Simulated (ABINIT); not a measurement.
# Sn (Fd-3m) in ABINIT: notebook

One crystal, Sn, is run at these levels: LDA; tasks: relaxation of cell and atoms, single point.

Everything below comes from runs of ABINIT 10.8.3 (patched build). Logs are shortened: lines on timing, memory, paths and dates and some standing lists are left out, and cuts for length are marked. The log counts tension as positive stress, the text compression.

**1. Starting point**

It takes space group Fd-3m (No. 227, cubic). Conventional cell: a = 6.467 Å, b = 6.467 Å, c = 6.467 Å, α = 90.00°, β = 90.00°, γ = 90.00°. Sn (site symmetry -43m) is surrounded by 4 Sn at 2.80 Å.

This isn't the form of Sn at room conditions, which is tetragonal (white tin).

**2. Relaxation of cell and atoms, LDA**

File run.abi:

```
# Pseudopotentials
pp_dirpath "./"
pseudos "Sn.upf"

# Structure
acell 3*1.0 Angstrom
rprim
     0.0000000000     3.2333428000     3.2333428000
     3.2333428000     0.0000000000     3.2333428000
     3.2333428000     3.2333428000     0.0000000000
ntypat 1
znucl 50
natom 2
typat 1 1
chkprim 0
chksymtnons 0
tolsym 1.0e-6
xred
            3/4            3/4            3/4
            1/2            1/2            1/2

# Plane-wave basis
ecut 32.0
ecutsm 0.5

# k points
kptopt 1
ngkpt 5 5 5
nshiftk 1
shiftk 0.0 0.0 0.0

# Exchange and correlation
ixc 7

# Bands and occupations
nband 18
occopt 3
tsmear 0.05 eV

# SCF cycle
nstep 80
tolvrs 1.0e-12

# Output
iomode 3
prteig 0
prtebands 0
prtwf 0
prtden 0

# Relaxation
ionmov 22
optcell 2
ntime 50
tolmxf 2.0e-5
dilatmx 1.08
```

Potentials or basis: PseudoDojo NC SR LDA v0.4.1 standard.

On the command line:

```console
> abinit run.abi > log 2>&1
```

run.abo:

```text
.Version 10.8.3 of ABINIT
 Symmetries : space group Fd -3 m (#227); Bravais cF (face-center cubic)
================================================================================
 Values of the parameters that define the memory need of the present run
     intxc =       0    ionmov =      22      iscf =       7    lmnmax =       6
     lnmax =       6     mgfft =      48  mpssoang =       3    mqgrid =    3001
     natom =       2  nloc_mem =       1    nspden =       1   nspinor =       1
    nsppol =       1      nsym =      48    n1xccc =    2501    ntypat =       1
    occopt =       3   xclevel =       1
       mpw =        4982          nfft =      110592          nkpt =          10
================================================================================
================================================================================

--------------------------------------------------------------------------------
------------- Echo of variables that govern the present computation ------------
--------------------------------------------------------------------------------
 -outvars: echo values of preprocessed input variables --------
            acell      1.8897261259E+00  1.8897261259E+00  1.8897261259E+00 Bohr
              amu      1.18710000E+02
          chkprim           0
      chksymtnons           0
          dilatmx      1.08000000E+00
             ecut      3.20000000E+01 Hartree
           ecutsm      5.00000000E-01 Hartree
           ionmov          22
              ixc           7
         kptrlatt        5    0    0      0    5    0      0    0    5
          kptrlen      4.32051603E+01
            natom           2
            nband          18
            ngfft          48      48      48
             nkpt          10
            nstep          80
             nsym          48
            ntime          50
           ntypat           1
           occopt           3
          optcell           2
           prtden           0
        prtebands           0
           prteig           0
            prtwf           0
            rprim      0.0000000000E+00  3.2333428000E+00  3.2333428000E+00
                       3.2333428000E+00  0.0000000000E+00  3.2333428000E+00
                       3.2333428000E+00  3.2333428000E+00  0.0000000000E+00
          spgroup         227
           tolmxf      2.00000000E-05
           tolsym      1.00000000E-06
           tolvrs      1.00000000E-12
           tsmear      1.83746611E-03 Hartree
            typat      1  1
           xangst      4.8500142000E+00  4.8500142000E+00  4.8500142000E+00
                       3.2333428000E+00  3.2333428000E+00  3.2333428000E+00
            xcart      9.1651985448E+00  9.1651985448E+00  9.1651985448E+00
                       6.1101323632E+00  6.1101323632E+00  6.1101323632E+00
             xred      7.5000000000E-01  7.5000000000E-01  7.5000000000E-01
                       5.0000000000E-01  5.0000000000E-01  5.0000000000E-01
            znucl       50.00000

================================================================================

 chkinp: Checking input parameters for consistency.

================================================================================
== DATASET  1 ==================================================================

--- !DatasetInfo
iteration_state: {dtset: 1, }
dimensions: {natom: 2, nkpt: 10, mband: 18, nsppol: 1, nspinor: 1, nspden: 1, mpw: 4982, }
cutoff_energies: {ecut:  32.0, pawecutdg:  -1.0, }
electrons: {nelect:   2.80000000E+01, charge:   0.00000000E+00, occopt:   3.00000000E+00, tsmear:   1.83746611E-03, }
meta: {optdriver: 0, ionmov: 22, optcell: 2, iscf: 7, paral_kgb: 0, }
...

 Exchange-correlation functional for the present dataset will be:
  LDA: Perdew-Wang 92 LSD fit to Ceperley-Alder data - ixc=7
  J.P.Perdew and Y.Wang, PRB 45, 13244 (1992)

 Real(R)+Recip(G) space primitive vectors, cartesian coordinates (Bohr,Bohr^-1):
 R(1)=  0.0000000  6.1101324  6.1101324  G(1)= -0.0818313  0.0818313  0.0818313
 R(2)=  6.1101324  0.0000000  6.1101324  G(2)=  0.0818313 -0.0818313  0.0818313
 R(3)=  6.1101324  6.1101324  0.0000000  G(3)=  0.0818313  0.0818313 -0.0818313
 Unit cell volume ucvol=  4.5622791E+02 bohr^3
 Angles (23,13,12)=  6.00000000E+01  6.00000000E+01  6.00000000E+01 degrees

 getcut: wavevector=  0.0000  0.0000  0.0000  ngfft=  48  48  48
         ecut(hartree)=     37.325   => boxcut(ratio)=   2.01982

--- Pseudopotential description ------------------------------------------------
- pspini: atom type   1  psp file is ./Sn.upf
  50.00000  14.00000  180309                  znucl, zion, pspdat
12 -1012 2 -1 1608                            pspcod,pspxc,lmax,lloc,mmax
     nproj     2     2     2

   1.81892338E+03                                ecore*ucvol(ha*bohr**3)
--------------------------------------------------------------------------------

================================================================================

=== [ionmov=22] Limited-memory Broyden-Fletcher-Goldfarb-Shanno method
================================================================================

--- Iteration: ( 1/50) Internal Cycle: (1/1)
--------------------------------------------------------------------------------

---SELF-CONSISTENT-FIELD CONVERGENCE--------------------------------------------

--- !BeginCycle
iteration_state: {dtset: 1, itime: 1, icycle: 1, }
solver: {iscf: 7, nstep: 80, nline: 4, wfoptalg: 0, }
tolerances: {tolvrs: 1.00E-12, }
...

     iter   Etot(hartree)      deltaE(h)  residm     vres2
 ETOT  1  -156.59022589335    -1.566E+02 6.064E-01 5.748E+00
 ETOT  2  -157.15286410883    -5.626E-01 7.556E-03 3.977E+00
 ETOT  3  -157.15316722213    -3.031E-04 3.688E-04 5.511E-01
 ETOT  4  -157.15320366364    -3.644E-05 1.919E-04 9.090E-03
 ETOT  5  -157.15320466205    -9.984E-07 6.442E-06 1.084E-03
 ETOT  6  -157.15320470533    -4.328E-08 4.684E-06 6.679E-06
 ETOT  7  -157.15320470568    -3.485E-10 2.456E-07 1.127E-07
 ETOT  8  -157.15320470569    -1.185E-11 1.303E-07 1.073E-09
 ETOT  9  -157.15320470570    -5.684E-12 1.232E-08 5.677E-13
[... 438 lines left out ...]
 Gradient of E wrt nuclear positions in reduced coordinates (gred)
  6.21787820032534E-46  2.10362908058936E-30  8.53195672382607E-47
  7.88614121298750E-47 -2.10362908058937E-30  7.88614121298750E-47
 Scale of Primitive Cell (acell) [bohr]
  8.66260198750520E+00  8.66260198750520E+00  8.66260198750520E+00
 Real space primitive translations (rprimd) [bohr]
  0.00000000000000E+00  6.12538460808499E+00  6.12538460808499E+00
  6.12538460808499E+00  0.00000000000000E+00  6.12538460808499E+00
  6.12538460808499E+00  6.12538460808499E+00  0.00000000000000E+00
 Unitary Cell Volume (ucvol) [Bohr^3]=  4.59652984562428E+02
 Angles (23,13,12)= [degrees]
  6.00000000000000E+01  6.00000000000000E+01  6.00000000000000E+01
 Lengths [Bohr]
  8.66260198750520E+00  8.66260198750520E+00  8.66260198750520E+00
 Stress tensor in cartesian coordinates (strten) [Ha/bohr^3]
  1.34233804205755E-07  0.00000000000000E+00  0.00000000000000E+00
  0.00000000000000E+00  1.34233804200551E-07  0.00000000000000E+00
  0.00000000000000E+00  0.00000000000000E+00  1.34233804207490E-07
 Total energy (etotal) [Ha]= -1.57153219746079E+02

 Difference of energy with previous step (new-old):
           Absolute (Ha)=-2.05009E-08
           Relative     =-1.30451E-10

 At Broyd/MD step   5, gradients are converged :
  max grad (force/stress) = 1.3423E-05 < tolmxf= 2.0000E-05 ha/bohr (free atoms)

================================================================================

 ----iterations are completed or convergence reached----

 Mean square residual over all n,k,spin=   11.463E-17; max=  14.710E-15
 reduced coordinates (array xred) for    2 atoms
       0.750000000000      0.750000000000      0.750000000000
       0.500000000000      0.500000000000      0.500000000000
 rms dE/dt=  5.1528E-30; max dE/dt=  8.4145E-30; dE/dt below (all hartree)
    1       0.000000000000      0.000000000000      0.000000000000
    2       0.000000000000      0.000000000000      0.000000000000

 cartesian coordinates (angstrom) at end:
    1      4.86212091062335     4.86212091062335     4.86212091062335
    2      3.24141394041557     3.24141394041557     3.24141394041557

 cartesian forces (hartree/bohr) at end:
    1     -0.00000000000000     0.00000000000000    -0.00000000000000
    2      0.00000000000000    -0.00000000000000     0.00000000000000
 frms,max,avg= 1.7171404E-31 1.7171404E-31   0.000E+00  0.000E+00  0.000E+00 h/b

 cartesian forces (eV/Angstrom) at end:
    1     -0.00000000000000     0.00000000000000    -0.00000000000000
    2      0.00000000000000    -0.00000000000000     0.00000000000000
 frms,max,avg= 8.8298910E-30 8.8298910E-30   0.000E+00  0.000E+00  0.000E+00 e/A
 length scales=  8.662601987505  8.662601987505  8.662601987505 bohr
              =  4.584051555801  4.584051555801  4.584051555801 angstroms
 Fermi (or HOMO) energy (hartree) =   0.14121   Average Vxc (hartree)=  -0.34583
 Eigenvalues (hartree) for nkpt=  10  k points:
 kpt#   1, nband= 18, wtk=  0.00800, kpt=  0.0000  0.0000  0.0000 (reduced coord)
  -0.64973   -0.64973   -0.64973   -0.64749   -0.64749   -0.63590   -0.63590   -0.63590
  -0.63558   -0.63558   -0.24758    0.11485    0.14844    0.14844    0.14844    0.22448
   0.22448    0.22448
      occupation numbers for kpt#   1
   2.00000    2.00000    2.00000    2.00000    2.00000    2.00000    2.00000    2.00000
   2.00000    2.00000    2.00000    2.00000    0.03829    0.03829    0.03829    0.00000
   0.00000    0.00000
 prteigrs : prtvol=0 or 1, do not print more k-points.

--- !EnergyTerms
iteration_state     : {dtset: 1, itime: 5, icycle: 1, }
comment             : Components of total free energy in Hartree
kinetic             :  9.34732070343504E+01
hartree             :  4.35684818939307E+01
xc                  : -4.34073691157687E+01
Ewald energy        : -8.61833569812266E+01
psp_core            :  3.95716646690536E+00
local_psp           : -1.24238181768705E+02
non_local_psp       : -4.43230259856297E+01
internal            : -1.57153078456143E+02
'-kT*entropy'       : -1.41289935946834E-04
total_energy        : -1.57153219746079E+02
total_energy_eV     : -4.27635696231009E+03
band_energy         : -1.30724128791564E+01
...

 Cartesian components of stress tensor (hartree/bohr^3)
  sigma(1 1)=  1.34233804E-07  sigma(3 2)=  0.00000000E+00
  sigma(2 2)=  1.34233804E-07  sigma(3 1)=  0.00000000E+00
  sigma(3 3)=  1.34233804E-07  sigma(2 1)=  0.00000000E+00

-Cartesian components of stress tensor (GPa)         [Pressure= -3.9493E-03 GPa]
- sigma(1 1)=  3.94929487E-03  sigma(3 2)=  0.00000000E+00
- sigma(2 2)=  3.94929487E-03  sigma(3 1)=  0.00000000E+00
- sigma(3 3)=  3.94929487E-03  sigma(2 1)=  0.00000000E+00

== END DATASET(S) ==============================================================
================================================================================

 -outvars: echo values of variables after computation  --------
            acell      8.6626019875E+00  8.6626019875E+00  8.6626019875E+00 Bohr
           etotal     -1.5715321975E+02
            fcart     -1.7171404044E-31  1.7171404044E-31 -1.7171404044E-31
                       1.7171404044E-31 -1.7171404044E-31  1.7171404044E-31
            rprim      0.0000000000E+00  7.0710678119E-01  7.0710678119E-01
                       7.0710678119E-01  0.0000000000E+00  7.0710678119E-01
                       7.0710678119E-01  7.0710678119E-01  0.0000000000E+00
           strten      1.3423380421E-07  1.3423380420E-07  1.3423380421E-07
                       0.0000000000E+00  0.0000000000E+00  0.0000000000E+00
           xangst      4.8621209106E+00  4.8621209106E+00  4.8621209106E+00
                       3.2414139404E+00  3.2414139404E+00  3.2414139404E+00
             xred      7.5000000000E-01  7.5000000000E-01  7.5000000000E-01
                       5.0000000000E-01  5.0000000000E-01  5.0000000000E-01
 Calculation completed.
```

Wall time 1.9 min (1 thread of Arm Neoverse V1, shared host); peak memory 0.09 GiB.

Results:

- Free energy: -4276.3570 eV
- Band gap on the k mesh: none (metal or under the smearing width)

Caveat: the cutoff is too short for stress, so the log's stress isn't used.

**3. Single point, LDA (cell relaxed)**

File run.abi:

```
# Pseudopotentials
pp_dirpath "./"
pseudos "Sn.upf"

# Structure
acell 3*1.0 Angstrom
rprim
     0.0000000000     3.2414139400     3.2414139400
     3.2414139400     0.0000000000     3.2414139400
     3.2414139400     3.2414139400     0.0000000000
ntypat 1
znucl 50
natom 2
typat 1 1
xcart
     9.1880769047     9.1880769047     9.1880769047
     6.1253846031     6.1253846031     6.1253846031
chkprim 0
chksymtnons 0
tolsym 1.0e-6

# Plane-wave basis
ecut 32.0

# k points
kptopt 1
ngkpt 5 5 5
nshiftk 1
shiftk 0.0 0.0 0.0

# Exchange and correlation
ixc 7

# Bands and occupations
nband 18
occopt 3
tsmear 0.05 eV

# SCF cycle
nstep 100
tolvrs 1.0e-10

# Output
iomode 3
prtwf 0
prtden 0
prteig 0
prtebands 0
enunit 1
```

Potentials or basis: PseudoDojo NC SR LDA v0.4.1 standard.

On the command line:

```console
> abinit run.abi > log 2>&1
```

It took 22 s on 1 thread of Arm Neoverse V1, shared host; peak memory 0.08 GiB.

The run converged. Its results:

```
Free energy                                           : -4276.3621 eV
Band gap on the k mesh                                : none (metal or under the smearing width)
Valence electrons inside the program's atomic spheres : Sn 10.56 (radii [1.0584] Å)
```

Levels at points of the mesh, in eV from the Fermi level:
```
           k point  band 10  band 11  band 12  band 13  band 14  band 15  band 16  band 17  band 18
(0.00, 0.00, 0.00)   -21.14   -10.58    -0.72     0.20     0.20     0.20     2.27     2.27     2.27
```

Caveat: the cutoff is too short for stress, so the log's stress isn't used.

[end of part 1 of 2]
